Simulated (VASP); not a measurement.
Write the native input for VASP 6.6.1 that does the following.

```yaml
Task: single point
Functional: PBE
Potentials_or_basis: VASP PAW PBE potentials, release 64 (Al, Pt)
Cutoff: 520 eV
k_mesh: 14 × 14 × 14
Occupations: gaussian, width 0.1 eV
Spin: no spin polarisation
Dipole_correction: no
Further_INCAR_settings: ALGO = Normal; EDIFF = 1e-06; NBANDS = 15
```

The structure of Al2Pt lies in POSCAR:

```
Al2Pt
1.0
    0.0000000000      2.9731852213      2.9731852213
    2.9731852213      0.0000000000      2.9731852213
    2.9731852213      2.9731852213      0.0000000000
Al Pt
2 1
Direct
    0.2500000000      0.2500000000      0.2500000000
    0.7500000000      0.7500000000      0.7500000000
    0.0000000000      0.0000000000      0.0000000000
```

The cell comes from a database or a generator and needn't be the stable form of this composition.

One way to write it, as run:

INCAR

```
SYSTEM = Al2Pt
ALGO = Normal ; EDIFF = 1E-6
ENCUT = 520 ; GGA = PE
ISIF = 2 ; ISMEAR = 0
LASPH = .True. ; LCHARG = .False.
LREAL = .False. ; LWAVE = .False.
NBANDS = 15 ; NELM = 100
PREC = Accurate ; SIGMA = 0.1
```

KPOINTS

```
k-points
0
Gamma
  14 14 14
  0 0 0
```

Potentials or basis: VASP PAW PBE potentials, release 64 (Al, Pt).

Launch:

```bash
$ cat potpaw_PBE.64/Al/POTCAR potpaw_PBE.64/Pt/POTCAR > POTCAR
$ mpirun -np 1 vasp_std > vasp.out
```

It gave:

```json
{
 "Pressure": "-0.2 GPa",
 "Band gap on the k mesh": "none (metal or under the smearing width)"
}
```

Run time: 26 s on 1 thread of AMD EPYC 9R45 96-Core Processor (Zen 5), on a shared host, peak memory 0.2 GiB.
